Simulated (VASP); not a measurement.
# CO2 (I-42d) in VASP: a series of runs, part 2 of 2

VASP 6.6.1. The steps go on from the part before.

**5. Single point, PBE0 (supercell [2, 2, 2], atoms moved at random, drawn with an rms of 0.05 Å)**

Contents of POSCAR:

```
CO2
1.0
   -3.9494540000      3.9494540000      6.0281160000
    3.9494540000     -3.9494540000      6.0281160000
    3.9494540000      3.9494540000     -6.0281160000
O C
32 16
Direct
    0.4414430000      0.4820340000      0.2968320000
    0.4420490000      0.4760600000      0.7908880000
    0.4406140000      0.9787670000      0.2925670000
    0.4389680000      0.9823770000      0.7936240000
    0.9356820000      0.4759020000      0.2889830000
    0.9369230000      0.4814460000      0.7948240000
    0.9365430000      0.9769500000      0.2884530000
    0.9449200000      0.9813570000      0.7962670000
    0.1798910000      0.1343690000      0.1901300000
    0.1888520000      0.1440380000      0.7068090000
    0.1823370000      0.6522050000      0.2114210000
    0.1916060000      0.6545090000      0.7178160000
    0.6816570000      0.1435660000      0.1993890000
    0.6811380000      0.1438150000      0.7033540000
    0.6836670000      0.6445830000      0.2037390000
    0.6863750000      0.6442040000      0.7080990000
    0.0242840000      0.3155530000      0.4632410000
    0.0216320000      0.3081450000      0.9572720000
    0.0183060000      0.8181150000      0.4568690000
    0.0145770000      0.8116430000      0.9527820000
    0.5186930000      0.3102610000      0.4588430000
    0.5196980000      0.3071330000      0.9541530000
    0.5188830000      0.8092920000      0.4613800000
    0.5240120000      0.8127260000      0.9632180000
    0.3583870000      0.0600510000      0.0421770000
    0.3499010000      0.0622150000      0.5444900000
    0.3551350000      0.5640110000      0.0402880000
    0.3457310000      0.5602610000      0.5369400000
    0.8558880000      0.0642630000      0.0483370000
    0.8577570000      0.0636620000      0.5440870000
    0.8556370000      0.5655920000      0.0467010000
    0.8533080000      0.5559160000      0.5454260000
   -0.0034210000     -0.0040730000     -0.0004010000
   -0.0003280000      0.0034100000      0.4987900000
    0.0055740000      0.5025560000      0.0020640000
   -0.0070940000      0.4976860000      0.4981280000
    0.4978640000      0.0049460000      0.0062370000
    0.5013930000      0.0026680000      0.4998210000
    0.4982740000      0.4983510000      0.0001810000
    0.4977300000      0.5034400000      0.4978570000
    0.3630720000      0.1246510000      0.2499970000
    0.3821860000      0.1248520000      0.7620200000
    0.3751450000      0.6181580000      0.2474870000
    0.3750020000      0.6244020000      0.7467560000
    0.8756160000      0.1230210000      0.2495160000
    0.8714200000      0.1194270000      0.7455770000
    0.8680120000      0.6223050000      0.2457560000
    0.8746640000      0.6303990000      0.7553320000
```

Contents of INCAR.step1:

```
SYSTEM = CO2
  PREC = Accurate
  ENCUT = 450
  EDIFF = 1E-5
  ISMEAR = 0
  SIGMA = 0.05
  LREAL = Auto
  LASPH = .TRUE.
  NELM = 60
  ALGO = Normal
  ISIF = 2
  LWAVE = .TRUE.
  NSIM = 8
  GGA = PE
  LUSENCCL = .FALSE.
```

Contents of INCAR.step2:

```
SYSTEM = CO2
  PREC = Accurate
  ENCUT = 450
  EDIFF = 1E-5
  ISMEAR = 0
  SIGMA = 0.05
  LREAL = Auto
  LASPH = .TRUE.
  NELM = 60
  ALGO = Normal
  ISIF = 2
  LWAVE = .FALSE.
  LCHARG = .FALSE.
  GGA = PE
  LHFCALC = .TRUE.
  AEXX = 0.25
  PRECFOCK = Fast
  NSIM = 8
  ISTART = 1
  LUSENCCL = .FALSE.
```

Contents of KPOINTS:

```
regular mesh
0
G
  1 1 1
  0 0 0
```

Started as:

```bash
cat potpaw_PBE.64/O/POTCAR potpaw_PBE.64/C/POTCAR > POTCAR
cp INCAR.step1 INCAR
mpirun -np 1 vasp_gam > vasp.out
cp INCAR.step2 INCAR
mpirun -np 1 vasp_gam > vasp.out
```

Wall time 62 s (1 × NVIDIA H100 80GB with 1 thread of AMD EPYC 7R13 (Zen 3), shared host); peak memory 1.9 GiB.

The run converged, but some of its settings lie outside the range that counts as converged, so its numbers aren't taken as properties of the crystal.

Results:

```
Free energy            : -464.5391 eV
Largest force          : 4.214 eV/Å
Band gap on the k mesh : 10.15 eV
```

Caveat: the k mesh is coarse (spacing up to 1.12 Å⁻¹), so the values aren't converged, least of all with exact exchange; the cutoff is under 1.25 times the usual one of these potentials, so pressure, stress and relaxed cells hold a basis-set (Pulay) error; the PAW data sets were made with another functional, which shifts forces and pressure a little; an odd mesh through Γ misses points on the zone boundary, where band edges often lie.

**6. Relaxation of cell and atoms, r2SCAN+D4**

Contents of INCAR:

```
PREC = Accurate
ENCUT = 600
EDIFF = 1E-6
ISMEAR = 0
SIGMA = 0.05
LREAL = False
LASPH = True
NELM = 60
ALGO = Normal
ISIF = 3
LWAVE = False
LCHARG = False
METAGGA = R2SCAN
LMIXTAU = True
IVDW = 13
VDW_S6 = 1.0
VDW_S8 = 0.6018749
VDW_A1 = 0.51559235
VDW_A2 = 5.77342911
IBRION = 2
NSW = 40
EDIFFG = -0.02
```

Contents of KPOINTS:

```
Automatic mesh
0
Gamma
  9 9 9
```

Contents of POSCAR:

```
CO2
1.0
   -1.9747270000      1.9747270000      3.0140580000
    1.9747270000     -1.9747270000      3.0140580000
    1.9747270000      1.9747270000     -3.0140580000
O C
4 2
Direct
    0.8750000000      0.9597980000      0.5847980000
    0.3750000000      0.2902020000      0.4152020000
    0.0402020000      0.6250000000      0.9152020000
    0.7097980000      0.1250000000      0.0847980000
    0.0000000000      0.0000000000      0.0000000000
    0.7500000000      0.2500000000      0.5000000000
```

Potentials or basis: VASP PAW PBE potentials, release 64 (O, C).

Started as:

```bash
cat potpaw_PBE.64/O/POTCAR potpaw_PBE.64/C/POTCAR > POTCAR
mpirun -np 1 vasp_std > vasp.out
```

It took 20 min on 1 thread of Intel Xeon Platinum 8259CL at 2.50GHz (Skylake/Cascade Lake), shared host; peak memory 0.25 GiB.

Results (log left out):

```
Free energy                            : -49.7528 eV
Relaxed volume                         : 7.55 Å³/atom
Relaxed cell                           : a = 4.051 Å, b = 4.051 Å, c = 4.051 Å, α = 122.24°, β = 122.24°, γ = 86.16°
Space group after relaxing (to 0.05 Å) : I-42d (No. 122)
Energy gained by relaxing              : 6.4 meV/atom
Ionic steps                            : 5
Pressure after relaxing                : -0.1 GPa
Largest force after relaxing           : 0.012 eV/Å
Band gap on the k mesh                 : 8.48 eV, indirect (least direct gap 8.83 eV)
Dispersion energy per atom             : -0.058 eV
```

Forces in eV/Å, atoms in the order of the input:
```
O   -0.012  0.000  0.000
O    0.012  0.000  0.000
O    0.000  0.012  0.000
O    0.000 -0.012  0.000
C    0.000  0.000  0.000
C    0.000  0.000  0.000
```

Stress tensor (GPa, compression positive):
```
-0.38  0.00  0.00
 0.00 -0.38  0.00
 0.00  0.00  0.37
```

The path:
```
step  energy change (eV)  largest force (eV/Å)  pressure (GPa)  volume (Å³)
   1              0.0000                0.1533           -7.40        47.01
   2              0.0143                0.7939            9.12        44.59
   3             -0.0277                0.2541           -0.44        45.91
   4             -0.0368                0.0999           -0.25        45.53
   5             -0.0382                0.0118           -0.13        45.32
```

Final structure:
```yaml
crystal:
  lattice:
    - [-1.95663, 1.95663, 2.95918]
    - [1.95663, -1.95663, 2.95918]
    - [1.95663, 1.95663, -2.95918]
  atoms:
    - { symbol: O, position: [0.87500, 0.95661, 0.58161] }
    - { symbol: O, position: [0.37500, 0.29339, 0.41839] }
    - { symbol: O, position: [0.04339, 0.62500, 0.91839] }
    - { symbol: O, position: [0.70661, 0.12500, 0.08161] }
    - { symbol: C, position: [0.00000, 0.00000, 0.00000] }
    - { symbol: C, position: [0.75000, 0.25000, 0.50000] }
```

Levels at points of the mesh, in eV from the valence-band top:
```tsv
k point	band 13	band 14	band 15	band 16	band 17	band 18	band 19	band 20
(0.00, 0.00, 0.00)	-1.31	-0.81	-0.81	-0.35	8.48	10.26	10.42	10.42
```

Caveat: the PAW data sets were made with another functional, which shifts forces and pressure a little; an odd mesh through Γ misses points on the zone boundary, where band edges often lie.

**7. Overview**

```tsv
level	potentials or basis	k mesh	smearing	ladder	gap on the mesh (eV)	pressure (GPa)	relaxed volume (Å³/atom)
PBEsol	VASP PAW PBE potentials, release 64 (O, C)	8 × 8 × 8	gaussian 0.02 eV	gaps	7.56	0.0	7.61
LDA	VASP PAW LDA potentials, release 64 (O, C)	8 × 8 × 8	gaussian 0.02 eV	gaps	7.49	-0.1	7.38
r2SCAN+D4	VASP PAW PBE potentials, release 64 (O, C)	9 × 9 × 9	gaussian 0.05 eV	-	8.48	-0.1	7.55
```

Alike in all rows: task relaxation of cell and atoms; no spin polarisation; cell relaxed; cutoff (eV) 600.

Caveats: the PAW data sets were made with another functional, which shifts forces and pressure a little (some runs); an odd mesh through Γ misses points on the zone boundary, where band edges often lie (some runs).

Absolute energies hang on the potentials; compare differences alone.
